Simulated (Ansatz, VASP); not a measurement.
# One calculation of Ge, two programs

File INCAR:

```
SYSTEM = Ge
PREC = Accurate ; ENCUT = 520
EDIFF = 1E-7 ; ISMEAR = -1
SIGMA = 0.1 ; LREAL = .False.
LASPH = .True. ; NELM = 60
ALGO = Normal ; ISIF = 2
LWAVE = .False. ; LCHARG = .False.
GGA = PE ; NBANDS = 13
```

KPOINTS

```
regular mesh
0
Gamma
  17 17 15
  0 0 0
```

POSCAR

```
Ge
1.0
    2.7606942272      0.0000000000      0.0000000000
   -1.3803471136      2.3908313329      0.0000000000
    0.0000000000      0.0000000000      2.5851986148
Ge
1
Direct
    0.0000000000      0.0000000000      0.0000000000
```

Input for Ansatz:

```yaml
crystal:
  lattice:
    - [2.7606942272, 0.0, 0.0]
    - [-1.3803471136, 2.3908313329, 0.0]
    - [0.0, 0.0, 2.5851986148]
  atoms:
    - { symbol: Ge, position: [0.0, 0.0, 0.0] }
kpoints:
  mp_grid: { grid: [17, 17, 15] }
scf:
  occupations: { method: fermi_dirac, width: 0.1 }
hamiltonian:
  xc: pbe
  pseudopotentials: { kind: all_electron, lapw: { basis_error: 0.001 } }
output:
  forces: true
  stress: true
  eigenvalues: true
  populations: true
```

Change from the starting cell: volume scaled by 0.88, LAPW.

Alike in both runs: task single point; functional PBE; k mesh 17 × 17 × 15; occupations fermi-dirac, width 0.1 eV; no spin polarisation.

|  | VASP | Ansatz |
| --- | --- | --- |
| version | VASP 6.6.1 | Ansatz 0.2.0 |
| potentials or method | VASP PAW PBE potentials, release 64 (Ge_d) | all-electron LAPW, scalar-relativistic |
| plane-wave cutoff (eV) | 520 | see its input |

```csv
,VASP,Ansatz,Ansatz less VASP
pressure (GPa),11.4,11.4,+0.01
```

Ansatz ran all-electron here, so the differences hold the error of VASP's frozen core and of both bases.
